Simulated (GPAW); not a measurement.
SnO:

```
Sn O
1.0
     3.81370    0.00000    0.00000
     0.00000    3.81370    0.00000
     0.00000    0.00000    4.88691
Sn O
2 2
Direct
  0.50000 0.00000 0.76463
  0.00000 0.50000 0.23537
  0.00000 0.00000 0.00000
  0.50000 0.50000 0.00000
```

The cell is a database's computed one.

Base run:

| Quantity | Value |
| --- | --- |
| Program | GPAW 26.7.0 |
| Functional | GLLB-SC |
| Potentials or basis | the program's PAW data sets (release 1.2.1) made for this functional |
| Cutoff | 550 eV |
| Basis | pw |
| k mesh | 6 × 6 × 5 |
| Occupations | fermi-dirac, width 0.001 eV |
| Spin | no spin polarisation |

Its results: band gap on the k mesh, kohn-sham part alone 0.37 eV, indirect (least direct gap 2.26 eV); electronic dielectric tensor (diagonal) 6.51, 6.51, 5.72.

**Question.** The run is repeated on the same cell with these changes: functional from GLLB-SC to RPBE. What comes out?

**Answer.** Band gap on the k mesh 0.14 eV, indirect (least direct gap 2.05 eV); electronic dielectric tensor (diagonal) 7.46, 7.46, 6.58.

Caveats: the gap is small at this level, which inflates the dielectric constant; the long-wavelength limit can be off by a per cent or two; spin-orbit coupling is left out, which moves the levels of the heavy elements; an odd mesh through Γ misses points on the zone boundary, where band edges often lie; a model potential gives levels but no total energy (some runs); response on these states lacks terms of the Hamiltonian (some runs).
